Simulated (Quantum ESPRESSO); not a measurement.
# Magnetic state of MnS (Browneite) from several starts, part 2 of 2

Does MnS (Browneite) prefer parallel or opposed moments, or none?

Quantum ESPRESSO 7.5; PBE with U = 4 eV on Mn d (ortho-atomic projectors); plane waves with GBRV 1.5 PBE potentials, no spin-orbit coupling.

So far, absolute magnetization (μB): step 3 (start 2: antiferro q=(0,1/2,1/2) +−) 9.66.

## 4. Run 3, typed as antiferro q=(0,0,1/2) +−

This order needs a doubled cell of 4 atoms.

The input, pw.in:

```
&CONTROL
  calculation = 'scf'
  prefix = 'pwscf'
  outdir = './tmp'
  pseudo_dir = './pseudo'
  disk_io = 'nowf'
/
&SYSTEM
  ibrav = 0
  celldm(1) = 8
  nat = 4
  ntyp = 3
  ecutwfc = 40
  ecutrho = 280
  nbnd = 30
  occupations = 'smearing'
  smearing = 'fd'
  degauss = 0.00367493
  nspin = 2
  starting_magnetization(1) = 0.3
  starting_magnetization(2) = -0.3
  starting_magnetization(3) = 0
/
&ELECTRONS
  conv_thr = 8d-09
  electron_maxstep = 150
  mixing_beta = 0.3
/
ATOMIC_SPECIES
Mn1    54.9380 mn_pbe_v1.5.uspp.F.UPF
Mn2    54.9380 mn_pbe_v1.5.uspp.F.UPF
S      32.0600 s_pbe_v1.4.uspp.F.UPF
CELL_PARAMETERS alat
   0.0000000000000    0.6614041436190    0.6614041436190
   0.6614041436190    0.0000000000000    0.6614041436190
   1.3228082872380    1.3228082872380    0.0000000000000
ATOMIC_POSITIONS crystal
Mn1     0.0000000000    0.0000000000    0.0000000000
Mn2     0.0000000000    0.0000000000    0.5000000000
S       0.2500000000    0.2500000000    0.1250000000
S       0.2500000000    0.2500000000    0.6250000000
K_POINTS automatic
8 8 4 0 0 0
HUBBARD {ortho-atomic}
U Mn1-3d 4.0000
U Mn2-3d 4.0000
```

Command:

```bash
> OMP_NUM_THREADS=1 mpirun -n 4 pw.x -nk 4 -in pw.in > pw.out
```

The program printed:

```text
     [... lines left out ...]
Program PWSCF v.7.5 starts
     [... lines left out ...]
     number of atoms/cell      =            4
     [... lines left out ...]
     number of electrons       =        42.00
     number of Kohn-Sham states=           30
     kinetic-energy cutoff     =      40.0000  Ry
     charge density cutoff     =     280.0000  Ry
     scf convergence threshold =      8.0E-09
     [... lines left out ...]
      6 Sym. Ops. (no inversion) found
     [... lines left out ...]
     number of k points=    35  Fermi-Dirac smearing, width (Ry)=  0.0037
     [... lines left out ...]
     iteration # 13     ecut=    40.00 Ry     beta= 0.30
     [... lines left out ...]
     Magnetic moment per site  (integrated on atomic sphere of radius R)
     atom   1 (R=0.236)  charge= 12.9099  magn=  4.3094
     atom   2 (R=0.236)  charge= 12.9099  magn= -4.3094
     atom   3 (R=0.236)  charge=  4.2472  magn=  0.0213
     atom   4 (R=0.236)  charge=  4.2472  magn= -0.0213
     [... lines left out ...]
     Tr[ns(  1)] (up, down, total) =   4.94943  0.29663  5.24606
     [... lines left out ...]
     Tr[ns(  2)] (up, down, total) =   0.29663  4.94943  5.24606
     [... lines left out ...]
     the Fermi energy is     7.7831 ev
!    total energy              =    -470.66751508 Ry
     estimated scf accuracy    <          4.0E-09 Ry
     smearing contrib. (-TS)   =      -0.00000000 Ry
     [... lines left out ...]
     total magnetization       =    -0.00 Bohr mag/cell
     absolute magnetization    =     9.72 Bohr mag/cell
     convergence has been achieved in  13 iterations
```

Run time: 24 s. Hardware: 4 MPI ranks of Intel Xeon 6975P-C (Granite Rapids), shared host; peak memory 0.6 GiB; 94 s of CPU time.

Spin moment in the atom's sphere by atom:

```
atom  spin moment in the atom's sphere (μB)
 Mn1                                   4.31
 Mn2                                  -4.31
  S3                                   0.02
  S4                                  -0.02
```

Numbers from this step:

```yaml
smearing_term_ts: 1.06e-11 eV
magnetization: 0 μB
absolute_magnetization: 9.722 μB
final_state: antiferromagnetic
```

## 5. Run 4, typed as no spin polarisation

The input, pw.in:

```
&CONTROL
  calculation = 'scf'
  prefix = 'pwscf'
  outdir = './tmp'
  pseudo_dir = './pseudo'
  disk_io = 'nowf'
/
&SYSTEM
  ibrav = 0
  celldm(1) = 8
  nat = 2
  ntyp = 2
  ecutwfc = 40
  ecutrho = 280
  nbnd = 17
  occupations = 'smearing'
  smearing = 'fd'
  degauss = 0.00367493
/
&ELECTRONS
  conv_thr = 4d-09
  electron_maxstep = 150
  mixing_beta = 0.3
/
ATOMIC_SPECIES
Mn     54.9380 mn_pbe_v1.5.uspp.F.UPF
S      32.0600 s_pbe_v1.4.uspp.F.UPF
CELL_PARAMETERS alat
   0.0000000000000    0.6614041436190    0.6614041436190
   0.6614041436190    0.0000000000000    0.6614041436190
   0.6614041436190    0.6614041436190    0.0000000000000
ATOMIC_POSITIONS crystal
Mn      0.0000000000    0.0000000000    0.0000000000
S       0.2500000000    0.2500000000    0.2500000000
K_POINTS automatic
8 8 8 0 0 0
HUBBARD {ortho-atomic}
U Mn-3d 4.0000
```

The program printed:

```text
     [... lines left out ...]
Program PWSCF v.7.5 starts
     [... lines left out ...]
     number of atoms/cell      =            2
     [... lines left out ...]
     number of electrons       =        21.00
     number of Kohn-Sham states=           17
     kinetic-energy cutoff     =      40.0000  Ry
     charge density cutoff     =     280.0000  Ry
     scf convergence threshold =      4.0E-09
     [... lines left out ...]
     24 Sym. Ops. (no inversion) found
     [... lines left out ...]
     number of k points=    29  Fermi-Dirac smearing, width (Ry)=  0.0037
     [... lines left out ...]
     iteration # 13     ecut=    40.00 Ry     beta= 0.30
     [... lines left out ...]
     Tr[ns(  1)] =   5.67688
     [... lines left out ...]
     the Fermi energy is     7.0509 ev
!    total energy              =    -235.01770582 Ry
     estimated scf accuracy    <          3.8E-09 Ry
     smearing contrib. (-TS)   =      -0.00115401 Ry
     [... lines left out ...]
     convergence has been achieved in  13 iterations
```

Run time: 3.8 s. Hardware: 4 MPI ranks; peak memory 0.33 GiB; 14 s of CPU time.

Read from the output:

* smearing term TS: 0.01570 eV
* final state: non-magnetic (no spin polarisation)

## 6. Energies of the orders

An order is kept where moments of 0.15 μB or more survive with the typed signs; meshes match where a doubled cell samples the same k points as the first cell.

Orders:

```csv
start,final state,typed order kept,energy over the lowest (meV a seeded atom),largest site moment (μB),net moment (μB a cell of the first run),mesh matched,CPU time (s)
ferro +,ferromagnetic,yes,103.6,4.364,5,yes,20.96
"antiferro q=(0,1/2,1/2) +-",antiferromagnetic,yes,0,4.293,0,yes,145.9
"antiferro q=(0,0,1/2) +-",antiferromagnetic,yes,23.74,4.309,0,yes,94.48
no spin polarisation,non-magnetic,-,4324,0,0,yes,14.3
```

## 7. Couplings from the energies

E = −Σ J e·e over ordered pairs of unit vectors, so each pair counts twice. As many shells are taken as there are differences of energy, so the couplings are solved for and no residual tests the model; further shells are folded in, and shells whose pairs keep their relative signs in all orders cancel and are not probed. Couplings from the energies:

| pair | distance (Å) | neighbours an atom | J (meV) |
| --- | --- | --- | --- |
| Mn-Mn | 3.96 | 12 | -6.473 |
| Mn-Mn | 5.6 | 6 | -0.1793 |

## 8. Occupations of the corrected shells in the lowest state

Occupations of the Hubbard shells:

```csv
block,type,shell,spin,electrons,occupation numbers
1,Mn1,3d,up,4.947,0.985 0.986 0.986 0.995 0.995
1,Mn1,3d,down,0.3073,0.026 0.030 0.082 0.082 0.088
2,Mn2,3d,up,0.3073,0.026 0.030 0.082 0.082 0.088
2,Mn2,3d,down,4.947,0.985 0.986 0.986 0.995 0.995
```

## 9. What came out

* lowest state found: antiferromagnetic (from antiferro q=(0,1/2,1/2) +-)
* largest site moment: 4.29 μB
* next state with moments: antiferromagnetic, 23.7 meV a seeded atom higher
* state without moments (under the same U): 4324 meV a seeded atom higher
* J of the weightiest shell (Mn-Mn, 3.96 Å; E = −Σ J e·e, ordered pairs): -6.47 meV

**Reading.** Under a U the spinless run pays the Hubbard penalty of a partly filled shell, so its energy overstates what forming the moments gains. The largest moment changes by 1.6 % between the kept orders, as for well localised moments. This is the lowest of 4 collinear or spinless starts, no proof of the ground state.

[Logs and program files are shortened in this print: banners, set-up blocks, solver, clock and traceback lines can be left out without a mark of their own.]

[Logs are printed without paths, hosts, clocks, repeated set-up lines and the standing remarks that a program may print on its own settings, such as how far it seeks lower states.]

[Hosts, paths, dates, database ids (printed as entryN), source tags and the programs' standing remarks are cut or masked in the printed files.]

[Where a cell is said to come from a database of computed structures, the database is the Materials Project.]
